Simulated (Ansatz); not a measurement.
# VN: the cost of one run

Method: DFT PBE, scalar-relativistic, plane waves, PAW, in Ansatz 0.2.0.

2 further runs of the same task are left out: 2 that didn't finish.

**1. Starting point**

The structure is cubic, space group Fm-3m (No. 225). The conventional cell has a = 4.128 Å, b = 4.128 Å, c = 4.128 Å, α = 90.00°, β = 90.00°, γ = 90.00°. Around V (site symmetry m-3m) lie 6 N at 2.06 Å. N (site symmetry m-3m) is surrounded by 6 V at 2.06 Å.

Coordinates:

```
CELL_PARAMETERS angstrom
0.00000 2.06400 2.06400
2.06400 0.00000 2.06400
2.06400 2.06400 0.00000
ATOMIC_POSITIONS crystal
V 0.00000 0.00000 0.00000
N 0.50000 0.50000 0.50000
```

Source of the structure: the Crystallography Open Database.

(A quick probe on a coarse mesh, which set the mesh and smearing, is not shown.)

**3. The relaxation**

Input file input.yaml:

```yaml
crystal:
  lattice:
    - [0.0, 2.064, 2.064]
    - [2.064, 0.0, 2.064]
    - [2.064, 2.064, 0.0]
  atoms:
    - { symbol: V, position: [0.0, 0.0, 0.0], spin: 0.11 }
    - { symbol: "N", position: [0.5, 0.5, 0.5] }
basis:
  ecutwfc: 420
kpoints:
  mp_grid: { grid: [18, 18, 18] }
hamiltonian:
  xc: pbe
scf:
  occupations: { method: gaussian, width: 0.1 }
output:
  forces: true
  stress: true
  eigenvalues: true
  populations: true
  write_density: true
  write_potential: true
  elf: true
  volumetric_format: npy
magnetization:
  spin_polarized: true
relax:
  adjacent_minimum: "off"
  f_tol: 0.005
  max_steps: 80
  cell: { stress_tol: 0.05 }
```

Started as:

```
> ansatz run input.yaml --threads 2 --pin off --max-ram 5120MiB --backend cpu --events-out ev --progress --plain --runs-dir out
```

What time and memory should one allow on 2 threads of Intel Xeon Platinum 8488C (Sapphire Rapids), shared host?

About 13 s, with a peak of 0.45 GiB.
